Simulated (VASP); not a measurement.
# Ti (P6_3/mmc) in VASP: a series of runs

Runs on Ti. Level: PBE. Tasks: relaxation of cell and atoms, electrostatic potential.

All numbers are computed with VASP 6.6.1; they aren't measurements. Logs are shortened: lines on timing, memory, paths and dates and some standing lists are left out, and cuts for length are marked.

## (1) The structure

It takes space group P6_3/mmc (No. 194, hexagonal). Conventional cell: a = 2.900 Å, b = 2.900 Å, c = 4.600 Å, α = 90.00°, β = 90.00°, γ = 120.00°. Ti (site symmetry -6m2) has 12 Ti at 2.84 to 2.90 Å as nearest neighbours.

The cell was built by a generator and needn't be a form met in nature.

## (2) Relaxation of cell and atoms, PBE

Contents of INCAR:

```
ALGO = Normal ; EDIFF = 1E-6
EDIFFG = -0.005 ; ENCUT = 600
GGA = PE ; IBRION = 2
ISIF = 3 ; ISMEAR = 1
LASPH = True ; LCHARG = False
LREAL = False ; LWAVE = False
NELM = 120 ; NSW = 60
PREC = Accurate ; SIGMA = 0.1
```

Contents of KPOINTS:

```
k-points
0
Gamma
  16 16 10
```

Contents of POSCAR:

```
Ti
1.0
    2.9000000000      0.0000000000      0.0000000000
   -1.4500000000      2.5114736700      0.0000000000
    0.0000000000      0.0000000000      4.6000000000
Ti
2
Direct
    0.3333333300      0.6666666700      0.2500000000
    0.6666666700      0.3333333300      0.7500000000
```

Potentials or basis: VASP PAW PBE potentials, release 64 (Ti_sv).

Launch:

```console
$ cat potpaw_PBE.64/Ti_sv/POTCAR > POTCAR
$ mpirun -np 1 vasp_std > vasp.out
```

OUTCAR:

```text
EDIFF = 1E-6
   EDIFFG = -0.005
   ENCUT = 600
   GGA = PE
   IBRION = 2
   ISIF = 3
   ISMEAR = 1
   LASPH = True
   LREAL = False
   NELM = 120
   NSW = 60
   PREC = Accurate

 ion  position               nearest neighbor table
   1  0.333  0.667  0.250-   2 2.84   2 2.84   2 2.84   2 2.84   2 2.84   2 2.84
   2  0.667  0.333  0.750-   1 2.84   1 2.84   1 2.84   1 2.84   1 2.84   1 2.84

  LATTYP: Found a hexagonal cell.
 ALAT       =     2.9000000000
 C/A-ratio  =     1.5862068966

  Lattice vectors:

 A1 = (   2.9000000000,   0.0000000000,   0.0000000000)
 A2 = (  -1.4500000000,   2.5114736700,   0.0000000000)
 A3 = (   0.0000000000,   0.0000000000,   4.6000000000)

Analysis of symmetry for initial positions (statically):
=====================================================================
 Subroutine PRICEL returns:
 Original cell was already a primitive cell.

 Routine SETGRP: Setting up the symmetry group for a
 hexagonal supercell.

 Subroutine GETGRP returns: Found 24 space group operations
 (whereof 12 operations were pure point group operations)
 out of a pool of 24 trial point group operations.

The static configuration has the point symmetry D_3d.
 The point group associated with its full space group is D_6h.

Analysis of symmetry for dynamics (positions and initial velocities):
=====================================================================
 Subroutine PRICEL returns:
 Original cell was already a primitive cell.

 Routine SETGRP: Setting up the symmetry group for a
 hexagonal supercell.

 Subroutine GETGRP returns: Found 24 space group operations
 (whereof 12 operations were pure point group operations)
 out of a pool of 24 trial point group operations.

The dynamic configuration has the point symmetry D_3d.
 The point group associated with its full space group is D_6h.

 Subroutine INISYM returns: Found 24 space group operations
 (whereof 12 operations are pure point group operations),
 and found     1 'primitive' translations

----------------------------------------------------------------------------------------

                                     Primitive cell

  volume of cell :      33.5031

  direct lattice vectors                    reciprocal lattice vectors
     2.900000000  0.000000000  0.000000000     0.344827586  0.199086300  0.000000000
    -1.450000000  2.511473670  0.000000000     0.000000000  0.398172600  0.000000000
     0.000000000  0.000000000  4.600000000     0.000000000  0.000000000  0.217391304

  length of vectors
     2.900000000  2.899999999  4.600000000     0.398172599  0.398172600  0.217391304

  position of ions in fractional coordinates (direct lattice)
     0.333333330  0.666666670  0.250000000
     0.666666670  0.333333330  0.750000000

  ion indices of the primitive-cell ions
   primitive index   ion index
                 1           1
                 2           2

----------------------------------------------------------------------------------------

 KPOINTS: k-points

Automatic generation of k-mesh.
 Grid dimensions read from file:
 generate k-points for:   16   16   10

 Generating k-lattice:

  Cartesian coordinates                     Fractional coordinates (reciprocal lattice)
     0.021551724  0.012442894  0.000000000     0.062500000  0.000000000  0.000000000
     0.000000000  0.024885787  0.000000000     0.000000000  0.062500000  0.000000000
     0.000000000  0.000000000  0.021739130     0.000000000  0.000000000  0.100000000

  Length of vectors
     0.024885787  0.024885787  0.021739130

  Shift w.r.t. Gamma in fractional coordinates (k-lattice)
     0.000000000  0.000000000  0.000000000

 Subroutine IBZKPT returns following result:
 ===========================================

 Found    180 irreducible k-points:

 Following reciprocal coordinates:
            Coordinates               Weight
  0.000000  0.000000  0.000000      1.000000
  0.062500 -0.000000  0.000000      6.000000
  0.125000 -0.000000  0.000000      6.000000
  0.187500 -0.000000  0.000000      6.000000
  0.250000 -0.000000  0.000000      6.000000
  0.312500  0.000000  0.000000      6.000000
[... 16 lines left out ...]
  0.187500  0.187500  0.000000      6.000000
  0.250000  0.187500  0.000000     12.000000
 [... further k-points ...]
   k-points           NKPTS =    180   k-points in BZ     NKDIM =    180   number of bands    NBANDS=     16
   number of dos      NEDOS =    301   number of ions     NIONS =      2
   total plane-waves  NPLWV =  23040
   dimension x,y,z NGX =    24 NGY =   24 NGZ =   40
   dimension x,y,z NGXF=    48 NGYF=   48 NGZF=   80
   ions per type =               2
   NGX,Y,Z   is equivalent  to a cutoff of  13.76, 13.76, 14.46 a.u.
   NGXF,Y,Z  is equivalent  to a cutoff of  27.52, 27.52, 28.91 a.u.
 SYSTEM =  unknown system
   PREC   = accura    normal or accurate (medium, high low for compatibility)
   ISTART =      0    job   : 0-new  1-cont  2-samecut
   ICHARG =      2    charge: 1-file 2-atom 10-const
   ISPIN  =      1    spin polarized calculation?
   LNONCOLLINEAR =      F non collinear calculations
   LSORBIT =      F    spin-orbit coupling
   LASPH  =      T    aspherical Exc in radial PAW
   ENCUT  =  600.0 eV  44.10 Ry    6.64 a.u.   5.79  5.79  9.19*2*pi/ulx,y,z
   NELM   =    120;   NELMIN=  2; NELMDL= -5     # of ELM steps
   EDIFF  = 0.1E-05   stopping-criterion for ELM
   LREAL  =      F    real-space projection
   EDIFFG = -.5E-02   stopping-criterion for IOM
   NSW    =     60    number of steps for IOM
   IBRION =      2    ionic relax: 0-MD 1-quasi-New 2-CG
   NFREE  =      1    steps in history (QN), initial steepest desc. (CG)
   ISIF   =      3    stress and relaxation
   ISYM   =      2    0-nonsym 1-usesym 2-fastsym
   POTIM  = 0.5000    time-step for ionic-motion
   TEBEG  =    0.0;   TEEND  =   0.0 temperature during run
   PSTRESS=    0.0 pullay stress
   NELECT =      24.0000    total number of electrons
   NUPDOWN=      -1.0000    fix difference up-down
   EMIN   =  10.00;   EMAX   =-10.00  energy-range for DOS
   EFERMI =   0.00;   METHOD = LEGACY
   ISMEAR =     1;   SIGMA  =   0.10  broadening in eV -4-tet -1-fermi 0-gaus
   EFERMI_NEDOS =   21; number of points for ismear=-14 and -15
   IALGO  =     38    algorithm
   IMIX   =      4    mixing-type and parameters
     AMIX     =   0.40;   BMIX     =  1.00
     AMIX_MAG =   1.60;   BMIX_MAG =  1.00
  volume/ion in A,a.u.               =      16.75       113.04
  Fermi-wavevector in a.u.,A,eV,Ry     =   1.464818  2.768105 29.193921  2.145693
  Thomas-Fermi vector in A             =   2.580749
   LORBIT       =      0    0 simple, 1 ext, 2 COOP (PROOUT), +10 PAW based schemes
   GGA     = PE    functional components
   LHFCALC =     F    Hartree Fock is set to
   AEXX    =    0.0000 exact exchange contribution
   IVDW    =     0    specifies the selected vdW correction
   LEPSILON=     F    determine dielectric tensor
   LRPA    =     F    only Hartree local field effects (RPA)
 conjugate gradient relaxation of ions
 non-spin polarized calculation
 Methfessel and Paxton  Order N= 1 SIGMA  =   0.10
  energy-cutoff  :      600.00
  volume of cell :       33.50
 maximum number of plane-waves:      1140
 NGX is ok and might be reduce to    24
   NGX = 11   NGY = 11   NGZ = 19

--------------------------------------- Ionic step        1  -------------------------------------------

 number of electron      23.9999996 magnetization

 Free energy of the ion-electron system (eV)
  ---------------------------------------------------
  ext. energy  EPLUGINS =         0.00000000
  ---------------------------------------------------
  free energy    TOTEN  =       -15.65592665 eV

  energy without entropy =      -15.65612233  energy(sigma->0) =      -15.65599188

------------------------ aborting loop because EDIFF is reached ----------------------------------------

  FORCE on cell =-STRESS in cart. coord.  units (eV):
  Direction    XX          YY          ZZ          XY          YZ          ZX
  --------------------------------------------------------------------------------------
  -------------------------------------------------------------------------------------
  Total        0.8814291      0.8814291      0.8071092      0.0000000     -0.0000000      0.0000000
  in kB       42.1515443     42.1515442     38.5974324      0.0000000     -0.0000000      0.0000000
  external PRESSURE =      40.9668403 kB  Pullay stress =       0.0000000 kB

 VOLUME and BASIS-vectors are now :
 -----------------------------------------------------------------------------
  energy-cutoff  :      600.00
  volume of cell :       33.50
      direct lattice vectors                 reciprocal lattice vectors
     2.900000000  0.000000000  0.000000000     0.344827586  0.199086300  0.000000000
    -1.450000000  2.511473670  0.000000000     0.000000000  0.398172600  0.000000000
     0.000000000  0.000000000  4.600000000     0.000000000  0.000000000  0.217391304
[... 217 lines left out ...]
 POSITION                                       TOTAL-FORCE (eV/Angst)
 -----------------------------------------------------------------------------------
     -0.00000      1.69643      1.16053        -0.000000      0.000000      0.000000
      1.46915      0.84821      3.48159         0.000000     -0.000000      0.000000
 -----------------------------------------------------------------------------------
    total drift:                               -0.000009      0.000005     -0.000000

  FREE ENERGIE OF THE ION-ELECTRON SYSTEM (eV)
  ---------------------------------------------------
  free  energy   TOTEN  =       -15.6707743976 eV

  energy  without entropy=      -15.6709578793  energy(sigma->0) =      -15.67083556

--------------------------------------- Ionic step        8  -------------------------------------------

 number of electron      23.9999994 magnetization

 Free energy of the ion-electron system (eV)
  ---------------------------------------------------
  ext. energy  EPLUGINS =         0.00000000
  ---------------------------------------------------
  free energy    TOTEN  =       -15.67077771 eV

  energy without entropy =      -15.67096021  energy(sigma->0) =      -15.67083854

 E-fermi :   8.3661     XC(G=0): -11.5038

 val. band max:        8.3648808742   @ k =   0.0625  -0.0000   0.5000
 cond. band min:       8.3687722538   @ k =   0.3125   0.1875   0.5000
 fundamental gap:      0.0038913796
 Fermi energy:         8.3660760376

 k-point     1 :       0.0000    0.0000    0.0000
  band No.  band energies     occupation
      1     -48.5097      2.00000
      2     -48.3710      2.00000
      3     -25.1040      2.00000
      4     -24.4542      2.00000
      5     -24.4542      2.00000
      6     -24.3896      2.00000
[... 8 lines left out ...]
     15       9.6267     -0.00000
     16       9.6267     -0.00000
[... 419 lines left out ...]
 k-point    24 :       0.2500    0.1875    0.0000
  band No.  band energies     occupation
      1     -48.4096      2.00000
      2     -48.3458      2.00000
      3     -24.8522      2.00000
      4     -24.7985      2.00000
      5     -24.7506      2.00000
      6     -24.5912      2.00000
[... 8 lines left out ...]
     15       9.2848     -0.00000
     16      10.6621      0.00000

 [... further k-points ...]

------------------------ aborting loop because EDIFF is reached ----------------------------------------

  FORCE on cell =-STRESS in cart. coord.  units (eV):
  Direction    XX          YY          ZZ          XY          YZ          ZX
  --------------------------------------------------------------------------------------
  -------------------------------------------------------------------------------------
  Total       -0.0045421     -0.0045421     -0.0035552     -0.0000000     -0.0000000      0.0000000
  in kB       -0.2097814     -0.2097814     -0.1641985     -0.0000000     -0.0000000      0.0000000
  external PRESSURE =      -0.1945871 kB  Pullay stress =       0.0000000 kB

 VOLUME and BASIS-vectors are now :
 -----------------------------------------------------------------------------
  energy-cutoff  :      600.00
  volume of cell :       34.69
      direct lattice vectors                 reciprocal lattice vectors
     2.937731583  0.000000000  0.000000000     0.340398696  0.196529279 -0.000000000
    -1.468865792  2.544150180 -0.000000000    -0.000000000  0.393058558 -0.000000000
     0.000000000  0.000000000  4.641380671    -0.000000000  0.000000000  0.215453132

 POSITION                                       TOTAL-FORCE (eV/Angst)
 -----------------------------------------------------------------------------------
     -0.00000      1.69610      1.16035        -0.000000      0.000000      0.000000
      1.46887      0.84805      3.48104         0.000000     -0.000000      0.000000
 -----------------------------------------------------------------------------------
    total drift:                               -0.000009      0.000005     -0.000000

  FREE ENERGIE OF THE ION-ELECTRON SYSTEM (eV)
  ---------------------------------------------------
  free  energy   TOTEN  =       -15.6707777061 eV

  energy  without entropy=      -15.6709602114  energy(sigma->0) =      -15.67083854

 reached required accuracy - stopping structural energy minimisation
```

Run time: 2.8 min. Hardware: 1 thread of Intel Xeon 6975P-C (Granite Rapids), shared host; peak memory 0.24 GiB.

What came out:

```
Free energy                            : -15.6708 eV
Relaxed volume                         : 17.34 Å³/atom
Relaxed cell                           : a = 2.938 Å, b = 2.938 Å, c = 4.641 Å, α = 90.00°, β = 90.00°, γ = 120.00°
Space group after relaxing (to 0.05 Å) : P6_3/mmc (No. 194)
Energy gained by relaxing              : 7.4 meV/atom
Ionic steps                            : 8
Pressure after relaxing                : 0.0 GPa
Band gap on the k mesh                 : none (metal or under the smearing width)
```

Step by step:
| step | energy change (eV) | largest force (eV/Å) | pressure (GPa) | volume (Å³) |
| --- | --- | --- | --- | --- |
| 1 | 0.0000 | 0.0000 | 4.10 | 33.50 |
| 2 | -0.0065 | 0.0000 | -2.81 | 35.62 |
| 3 | -0.0148 | 0.0000 | -0.02 | 34.69 |
| 4 | -0.0148 | 0.0000 | 0.05 | 34.67 |
| 5 | -0.0148 | 0.0000 | 0.07 | 34.67 |
| 6 | -0.0148 | 0.0000 | 0.07 | 34.67 |
| 7 | -0.0148 | 0.0000 | -0.06 | 34.71 |
| 8 | -0.0149 | 0.0000 | -0.02 | 34.69 |

Final structure:
```xyz
2
Lattice="2.9377 0.0000 0.0000 -1.4689 2.5442 0.0000 0.0000 0.0000 4.6414" Properties=species:S:1:pos:R:3 pbc="T T T"
Ti    0.0000    1.6961    1.1603
Ti    1.4689    0.8480    3.4810
```

## (3) Electrostatic potential, PBE

This run uses another cell than the first one, of 17.34 Å³/atom, 1.035 times its volume.

Contents of INCAR:

```
ALGO = Normal ; EDIFF = 1E-6
ENCUT = 520 ; GGA = PE
ISIF = 2 ; ISMEAR = 1
LASPH = T ; LCHARG = T
LREAL = F ; LVHAR = T
LWAVE = F ; NELM = 60
PREC = Accurate ; SIGMA = 0.1
```

KPOINTS is that of step 2.

Contents of POSCAR:

```
Ti                                      
1.0
    2.9377315833      0.0000000000      0.0000000000
   -1.4688657917      2.5441501797     -0.0000000000
    0.0000000000      0.0000000000      4.6413806705
  Ti            
     2
Direct
     0.3333333300000021    0.6666666699999979    0.2500000000000000
     0.6666666699999979    0.3333333300000021    0.7500000000000000
```

Potentials or basis: VASP PAW PBE potentials, release 64 (Ti_sv).

Launch:

```console
$ cat potpaw_PBE.64/Ti_sv/POTCAR > POTCAR
$ mpirun -np 1 vasp_std > vasp.out
```

Run time: 32 s. Hardware: 1 thread of Intel Xeon 6975P-C (Granite Rapids), shared host; peak memory 0.21 GiB.

Results (log left out):

- Free energy: -15.6718 eV
- Pressure: 0.0 GPa
- Band gap on the k mesh: none (metal or under the smearing width)

Levels at points of the mesh, in eV from the Fermi level:
```csv
k point,band 10,band 11,band 12,band 13,band 14,band 15
"(0.00, 0.00, 0.00)",-2.71,0.76,0.76,0.78,0.88,1.26
"(0.50, 0.00, 0.00)",-2.18,-1.86,-0.65,0.45,0.62,1.17
"(0.00, 0.00, 0.50)",-4.36,0.08,0.08,0.66,0.66,0.66
"(0.50, 0.00, 0.50)",-2.56,-0.83,-0.83,1.31,1.31,1.71
```
